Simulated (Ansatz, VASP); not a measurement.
Two plane-wave programs on CaSe

INCAR

```
SYSTEM = CaSe
ALGO = Normal
EDIFF = 1E-6
ENCUT = 520
GGA = PE
ISIF = 2
ISMEAR = 0
LASPH = .TRUE.
LCHARG = .TRUE.
LELF = .TRUE.
LREAL = .FALSE.
LVHAR = .TRUE.
LWAVE = .FALSE.
NBANDS = 15
NELM = 60
PREC = Accurate
SIGMA = 0.01
```

KPOINTS

```
k-points
0
G
  6 6 6
  0 0 0
```

File POSCAR:

```
CaSe
1.0
    0.0000000000      2.9675306017      2.9675306017
    2.9675306017      0.0000000000      2.9675306017
    2.9675306017      2.9675306017      0.0000000000
Ca Se
1 1
Direct
    0.0000000000      0.0000000000      0.0000000000
    0.5000000000      0.5000000000      0.5000000000
```

Input for Ansatz:

```yaml
crystal:
  lattice:
    - [0.0, 2.9675306017, 2.9675306017]
    - [2.9675306017, 0.0, 2.9675306017]
    - [2.9675306017, 2.9675306017, 0.0]
  atoms:
    - { symbol: Ca, position: [0.0, 0.0, 0.0] }
    - { symbol: Se, position: [0.5, 0.5, 0.5] }
kpoints:
  mp_grid: { grid: [6, 6, 6] }
hamiltonian:
  xc: pbe
scf:
  occupations: { method: fixed }
output:
  optics:
    e_range: [0, 14]
    de: 0.05
    sigma: 0.1
    bands: auto
    scissors: 1.052
  write_density: true
  write_potential: true
  elf: true
  volumetric_format: npy
```

Alike in both runs: task single point; functional PBE; k mesh 6 × 6 × 6; no spin polarisation.

```csv
,VASP,Ansatz
version,VASP 6.6.1,Ansatz 0.2.0
potentials or method,"VASP PAW PBE potentials, release 64 (Ca_sv, Se)","plane waves, PAW"
plane-wave cutoff (eV),520,420
occupations,"gaussian, width 0.01 eV",fixed
valence electrons in the cell,16,26
```

```csv
,VASP,Ansatz,Ansatz less VASP
gap on the k mesh at the Fermi level (eV),2.05,2.06,+0.010
```

The two sets of potentials don't hold the same shells in valence.

A k mesh can miss the band edges.
